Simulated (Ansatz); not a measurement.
**SnTe under changes of volume**

One of the cells (47.091 Å³/atom); the others are scaled copies at fixed shape and fractional positions:

```
CELL_PARAMETERS angstrom
0.00000 3.61115 3.61115
3.61115 0.00000 3.61115
3.61115 3.61115 0.00000
ATOMIC_POSITIONS crystal
Te 0.25000 0.25000 0.25000
Sn 0.00000 0.00000 0.00000
```

Measurements of this composition are mostly on another form, of space group No. 225.

```yaml
Program: Ansatz 0.2.0
Functional: LDA
Potentials_or_basis: all-electron LAPW, scalar-relativistic
Cutoff: 189 eV (chosen from the basis error)
Basis_error_allowed: 0.001 eV/atom
k_mesh: 7 × 7 × 7
Occupations: fermi-dirac, width 0.05 eV
Spin: no spin polarisation
```

| volume (Å³/atom) | energy over the lowest point (meV/atom) | pressure (GPa) |
| --- | --- | --- |
| 44.265 | 0.00 | -0.8 |
| 45.207 | 6.01 | -1.3 |
| 46.149 | ? | ? |
| 47.091 | 26.42 | -2.2 |
| 48.033 | 40.33 | -2.6 |
| 48.974 | 56.38 | -2.9 |
| 49.916 | 74.35 | -3.2 |

Question: What does the run at 46.149 Å³/atom give?

Answer: Energy over the lowest point 14.89 meV/atom; pressure -1.8 GPa.

Worked out: A Birch-Murnaghan fit of order 3 (a polynomial in V^(-2/3)) to the other rows has its minimum at 43.05 Å³/atom, just outside them, with B0 = V·E''(V) = 28 GPa and B' = 3.6. It gives 14.90 meV/atom at 46.149 Å³/atom, against the run's 14.89, and -dE/dV = -1.7 GPa, against -1.8.

Energies are extrapolated to zero smearing.
